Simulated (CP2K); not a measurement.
Runs of CP2K 2026.2 on AlNi. The structure is cubic, space group Pm-3m (No. 221). Conventional cell: a = 2.881 Å, b = 2.881 Å, c = 2.881 Å, α = 90.00°, β = 90.00°, γ = 90.00°. Ni (site symmetry m-3m) has 8 Al at 2.50 Å as nearest neighbours. Around Al (site symmetry m-3m) lie 8 Ni at 2.50 Å. 

| task | level | potentials or basis | smearing | EPS_DEFAULT | MIXING METHOD | MIXING ALPHA | NBUFFER | NGRIDS | gap on the mesh (eV) | pressure (GPa) | moment (μB) | V0 of scaled cells (Å³/atom) | B0 (GPa) |
| --- | --- | --- | --- | --- | --- | --- | --- | --- | --- | --- | --- | --- | --- |
| equation of state | PBEsol | GTH_POTENTIALS Ni GTH-PBE-q18; POTENTIAL_UZH Al GTH-PBE-q3; TZVP-MOLOPT-SR-GTH, TZVP-MOLOPT-PBE-GTH basis | fermi-dirac 0.05 eV | 1.0E-9 | PULAY_MIXING | 0.4 | 6 | 4 | - | - | - | 11.82 | 171 |
| equation of state | PBEsol | GTH_POTENTIALS Ni GTH-PBE-q18; POTENTIAL_UZH Al GTH-PBE-q3; TZVP-MOLOPT-SR-GTH, TZVP-MOLOPT-PBE-GTH basis | fermi-dirac 0.05 eV | 1.0E-10 | PULAY_MIXING | 0.4 | 6 | 4 | - | - | - | 11.82 | (b) |
| band structure | LDA | GTH_POTENTIALS Ni GTH-PADE-q18, Al GTH-PADE-q3; TZVP-MOLOPT-SR-GTH, TZVP-MOLOPT-PBE-GTH basis | fermi-dirac 0.05 eV | 1.0E-9 | PULAY_MIXING | 0.4 | 6 | 4 | none | -10.2 | 0.00 | - | - |
| band structure | PBEsol | GTH_POTENTIALS Ni GTH-PBE-q18; POTENTIAL_UZH Al GTH-PBE-q3; TZVP-MOLOPT-SR-GTH, TZVP-MOLOPT-PBE-GTH basis | fermi-dirac 0.01 eV | 1.0E-9 | PULAY_MIXING | 0.4 | 6 | 4 | none | -1.9 | 0.00 | - | - |
| single point | PBE | POTENTIAL_UZH Ni GTH-PBE-q18, Al GTH-PBE-q3; TZVP-MOLOPT-PBE-GTH basis | fermi-dirac 0.05 eV | 1.0E-10 | BROYDEN_MIXING | 0.2 | 10 | 5 | none | 2.0 | 0.00 | - | - |
| band structure | PBE | GTH_POTENTIALS Ni GTH-PBE-q18; POTENTIAL_UZH Al GTH-PBE-q3; TZVP-MOLOPT-SR-GTH, TZVP-MOLOPT-PBE-GTH basis | fermi-dirac 0.1 eV | 1.0E-9 | PULAY_MIXING | 0.4 | 6 | 5 | none | (a) | 0.00 | - | - |
| band structure | PBEsol | GTH_POTENTIALS Ni GTH-PBE-q18; POTENTIAL_UZH Al GTH-PBE-q3; TZVP-MOLOPT-SR-GTH, TZVP-MOLOPT-PBE-GTH basis | fermi-dirac 0.05 eV | 1.0E-9 | PULAY_MIXING | 0.4 | 6 | 4 | none | -1.9 | 0.00 | - | - |
| equation of state | PBE | GTH_POTENTIALS Ni GTH-PBE-q18; POTENTIAL_UZH Al GTH-PBE-q3; TZVP-MOLOPT-SR-GTH, TZVP-MOLOPT-PBE-GTH basis | fermi-dirac 0.05 eV | 1.0E-10 | PULAY_MIXING | 0.4 | 6 | 4 | - | - | - | 12.11 | 159 |

Alike in all rows: spin collinear, ferromagnetic start; cell as given; k mesh 9 × 9 × 9.

Question: Fill in the values left out.

Answer: (a) 2.2; (b) 170.

Caveats: the basis of atomic orbitals isn't converged, which shifts pressures, moduli and gaps; the potentials were made for another functional, which shifts forces and pressure (some runs).

A k mesh can miss the band edges.

A gap of «none» marks a metal or a gap under the smearing width.

Not every run made on this cell is shown here.
